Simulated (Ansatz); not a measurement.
**HfO2: the cell at several levels of theory**

How does the equilibrium cell of HfO2, database structure depend on the functional? It is relaxed with PBE, r2SCAN, PBEsol and LDA.

The runs shown are made with Ansatz 0.2.0. PAW datasets, plane waves, zero pressure. Calculated at 0 K for a non-magnetic cell.

### Step 1. The structure to begin with

This is the cell as the run starts from it, not yet at rest; its lengths are not the crystal's.

Space group P4_2/nmc (No. 137), tetragonal; a = 3.558 Å, c = 5.172 Å in the conventional setting, 10.91 Å³ an atom. Around Hf lie 4 O at 2.05 Å; around O lie 2 Hf at 2.05 Å.

The structure in full:

```cif
data_structure
_symmetry_space_group_name_H-M 'P4_2/nmc:1'
_symmetry_Int_Tables_number 137
_cell_length_a 3.5580
_cell_length_b 3.5580
_cell_length_c 5.1719
_cell_angle_alpha 90.000
_cell_angle_beta 90.000
_cell_angle_gamma 90.000
_cell_volume 65.47
loop_
_atom_site_label
_atom_site_type_symbol
_atom_site_symmetry_multiplicity
_atom_site_Wyckoff_symbol
_atom_site_fract_x
_atom_site_fract_y
_atom_site_fract_z
_atom_site_occupancy
Hf1 Hf 2 a 0.50000 0.50000 0.50000 1
O1 O 4 d 0.00000 0.50000 0.69721 1
```

### Step 2. Relaxing with PBE

input.yaml reads:

```yaml
crystal:
  lattice:
    - [3.55801933, 0.0, 0.0]
    - [0.0, 3.55801933, 0.0]
    - [0.0, 0.0, 5.17186121]
  atoms:
    - { symbol: Hf, position: [0.5, 0.5, 0.5] }
    - { symbol: Hf, position: [0.0, 0.0, 0.0] }
    - { symbol: O, position: [0.0, 0.5, 0.69720788] }
    - { symbol: O, position: [0.5, 0.0, 0.80279212] }
    - { symbol: O, position: [0.5, 0.0, 0.30279212] }
    - { symbol: O, position: [0.0, 0.5, 0.19720788] }
kpoints:
  mp_grid: { grid: [6, 6, 4] }
hamiltonian:
  xc: pbe
scf:
  occupations: { method: fermi_dirac, width: 0.02 }
relax:
  f_tol: 0.005
  cell: {}
```

On the command line:

```bash
$ ansatz run input.yaml --threads 4 --pin off --max-ram 5529MiB --backend cpu --events-out ev --progress --plain --runs-dir out
```

The runs that follow: Relaxing with r2SCAN; Relaxing with PBEsol; LDA: cell and atoms.

Q: Predict the outcome of this session. Wanted: for each run, a; c; volume; space group; SCF geometries.

As calculated:

| level | a (Å) | c (Å) | volume (Å³/atom) | space group | SCF geometries |
| --- | --- | --- | --- | --- | --- |
| PBE | 3.604 | 5.264 | 11.397 | P4_2/nmc | 8 |
| r2SCAN | 3.577 | 5.202 | 11.092 | P4_2/nmc | 7 |
| PBEsol | 3.567 | 5.166 | 10.956 | P4_2/nmc | 9 |
| LDA | 3.537 | 5.102 | 10.639 | P4_2/nmc | 9 |

From the start to the first minimum the volume moved by +4.4 %. LDA gives the smallest cell and PBE the largest; they differ by 7.1 % in volume, a mean of 2.3 % in length.
